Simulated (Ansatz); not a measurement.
## SiC (F-43m) under pressure

```xyz
2
Lattice="2.1784 2.1784 0.0000 -2.1784 2.1784 0.0000 0.0000 2.1784 2.1784" Properties=species:S:1:pos:R:3 pbc="T T T"
Si    0.0000    0.0000    0.0000
C     1.0892    3.2676    1.0892
```

This is the zero-pressure cell under PBEsol. Cell and atoms are relaxed by PAW (default files of Ansatz 0.2.0, cutoff 420 eV, stress met within about 0.05 GPa) at each pressure, in this structure whether or not another phase would take over; P is the pressure reached, less that of this cell. Levels come from PBEsol, all-electron LAPW in Ansatz 0.2.0, scalar-relativistic; k mesh 10×10×10, fixed occupations, basis error target 0.5 meV/atom. Conduction levels are in eV over the valence top (at Γ), at fixed fractional wave vectors. Zone-centre phonons come from finite displacements by PAW, without the LO-TO term.

| P (GPa) | V/V₀ | X | L | Γ | T2 TO (cm⁻¹) |
| --- | --- | --- | --- | --- | --- |
| -1.96 | 1.0090 | 1.251 | 5.294 | 6.085 | 778.5 |
| 0.00 | 1.0000 | 1.243 | 5.375 | 6.189 | 786.5 |
| 1.98 | 0.9912 | 1.236 | 5.454 | 6.291 | 794.4 |
| 3.99 | ? | ? | ? | ? | ? |
| 7.00 | 0.9706 | 1.216 | 5.645 | 6.536 | 813.6 |
| 10.00 | 0.9592 | 1.205 | 5.754 | 6.674 | 824.5 |
| 15.00 | 0.9415 | 1.188 | 5.926 | 6.893 | 842.0 |

Q: Fit the third-order Birch-Murnaghan equation to the rows shown.

A: With f = [(V₀/V)^(2/3) − 1]/2, the normalised pressure F = P/[3f(1 + 2f)^(5/2)] is 221.4 GPa at f = -0.0030, 221.5 GPa at f = 0.0029, 221.3 GPa at f = 0.0100, 221.1 GPa at f = 0.0141, 220.7 GPa at f = 0.0205. The line F = B₀[1 + (3/2)(B′ − 4)f] gives B₀ = 221.5 GPa and B′ = 3.9.

Q: What are the volume deformation potentials and pressure coefficients of these levels at zero pressure?

A: 

```csv
level,dE/dlnV (eV),dE/dP = −(dE/dlnV)/B₀ (meV/GPa),mean slope up to 2.0 GPa (meV/GPa)
X,0.89,-4.0,-4.0
L,-9.00,40.6,40.0
Γ,-11.61,52.4,51.5
```

dE/dlnV is the slope of a cubic fit in ln V at V₀. The last column is read from two rows and shows how the slope bends with pressure.

Q: What mode Grüneisen parameters follow?

A: γ = −d ln ω/d ln V at V₀ from a quadratic fit in ln V: T2 1.14.

Q: What belongs in the row at 3.99 GPa?

A: The fits give V/V₀ = 0.9827 and X = 1.228 eV. Computed: V/V₀ = 0.9827, X = 1.228, L = 5.532, Γ = 6.391, T2 TO (cm⁻¹) = 802.2.

Keep in mind: no other phase was computed; many crystals of this kind change structure within this range, and rows or crossings beyond such a change describe a metastable lattice; the frozen-core PAW files of the relaxations were fitted under PBE, their cores solved anew for this functional; semilocal gaps are low, and the spacing of valleys can be off by tenths of an eV; levels are read at fixed fractional k, so an edge that moves off these points is missed.
